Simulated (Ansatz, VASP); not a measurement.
# One calculation of AlN, two programs

File INCAR:

```
ALGO = Normal
EDIFF = 1E-6
ENCUT = 520
GGA = PE
ISIF = 2
ISMEAR = 0
LASPH = T
LCHARG = F
LREAL = F
LWAVE = F
NBANDS = 11
NELM = 60
PREC = Accurate
SIGMA = 0.02
```

The input KPOINTS:

```
k-points
0
Gamma
  10 10 10
```

POSCAR

```
AlN
1.0
    0.0000000000      2.0554154881      2.0554154881
    2.0554154881      0.0000000000      2.0554154881
    2.0554154881      2.0554154881      0.0000000000
Al N
1 1
Direct
    0.5000000000      0.5000000000      0.5000000000
    0.0000000000      0.0000000000      0.0000000000
```

Input for Ansatz:

```yaml
crystal:
  lattice:
    - [0.0, 2.0554154881, 2.0554154881]
    - [2.0554154881, 0.0, 2.0554154881]
    - [2.0554154881, 2.0554154881, 0.0]
  atoms:
    - { symbol: Al, position: [0.5, 0.5, 0.5] }
    - { symbol: "N", position: [0.0, 0.0, 0.0] }
basis:
  ecutwfc: 420
kpoints:
  mp_grid: { grid: [10, 10, 10] }
hamiltonian:
  xc: pbe
scf:
  occupations: { method: gaussian, width: 0.02 }
output:
  forces: true
  stress: true
  eigenvalues: true
```

Alike in both runs: task single point; functional PBE; k mesh 10 × 10 × 10; occupations gaussian, width 0.02 eV; no spin polarisation.

|  | VASP | Ansatz |
| --- | --- | --- |
| version | VASP 6.6.1 | Ansatz 0.2.0 |
| potentials or method | VASP PAW PBE potentials, release 64 (Al, N) | scalar-relativistic, plane waves, PAW |
| plane-wave cutoff (eV) | 520 | 420 |
| valence electrons in the cell | 8 | 8 |

VASP gave:

```
gap on the k mesh at the Fermi level (eV) : 4.14
least direct gap on the mesh (eV)         : 4.98
pressure (GPa)                            : -7.3
```

**Question.** Estimate Ansatz's values.

**Answer.** gap on the k mesh at the Fermi level (eV): 4.16; least direct gap on the mesh (eV): 4.97; pressure (GPa): -7.0.

A k mesh can miss the band edges.
